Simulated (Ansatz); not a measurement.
**ZnO: strain energy, fitted**

ZnO, P6_3mc, a = 3.230 Å, c = 5.214 Å. Ansatz: PBEsol, PAW, 420 eV, Γ-centred 12×12×6 mesh on 4 atoms, Gaussian smearing 0.02 eV; no spin polarisation. Series: uniaxial strain along c, with a, b and atoms relaxed; x is the strain in per cent. y is the free energy over the unstrained cell, V0 = 11.781 Å³/atom.

```
x (%) y (meV/atom)
 -6.0             ?
 -4.0          7.76
 -2.0          2.06
  0.0          0.00
  2.0          2.13
  4.0          8.90
  6.0         20.48
```

**Question.** Fit y = c2 x² + c3 x³ to the other rows, turn c2 into a modulus, and predict the missing energy.

**Answer.** Least squares on the rows shown. y = 0.51950 x² + 0.0083231 x³. In eV per unit strain² c2 is 5.195; this is Young's modulus along the axis (E = ½ Y V0 ε²): 2 × 5.195 × 160.2 / (11.781) = 141 GPa. At x = -6.0 the fit asked for gives 16.90 meV/atom. The run gave 16.53 meV/atom, so the fit is 0.37 meV/atom too high, 1.8 % of the span of the series, against an rms of 0.04 meV/atom on the fitted rows. The row lies outside the fitted range. With a term in x⁴ added, a fit to the same known rows predicts 16.66 meV/atom, so most of the miss is curvature that the known rows already hold.